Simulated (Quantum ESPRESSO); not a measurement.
Runs of Quantum ESPRESSO 7.5 on NaCl. Symmetry: Pm-3m, No. 221, cubic system. Conventional cell: a = 3.502 Å, b = 3.502 Å, c = 3.502 Å, α = 90.00°, β = 90.00°, γ = 90.00°. Cl (site symmetry m-3m) is surrounded by 8 Na at 3.03 Å. Around Na (site symmetry m-3m) lie 8 Cl at 3.03 Å. Measurements of this composition are mostly on another form, of space group No. 225.

```csv
cell,gap on the mesh (eV),pressure (GPa)
relaxed to 30 GPa,4.70,30.0
relaxed to 5 GPa,4.45,5.0
relaxed to 20 GPa,4.92,20.0
relaxed to 10 GPa,(a),10.0
relaxed to 0.3 kbar,3.96,0.0
relaxed to 2 GPa,(b),2.0
```

Alike in all rows: task relaxation of cell and atoms; level PBEsol; potentials or basis SSSP 1.3 efficiency PBE; no spin polarisation; k mesh 8 × 8 × 8; cutoff (eV) 857; smearing fermi-dirac 0.05 eV.

Problem. Fill in the values left out.

Solution. (a) 4.82; (b) 4.18.

Caveats: the potentials were made for another functional, which shifts forces and pressure.

A k mesh can miss the band edges.
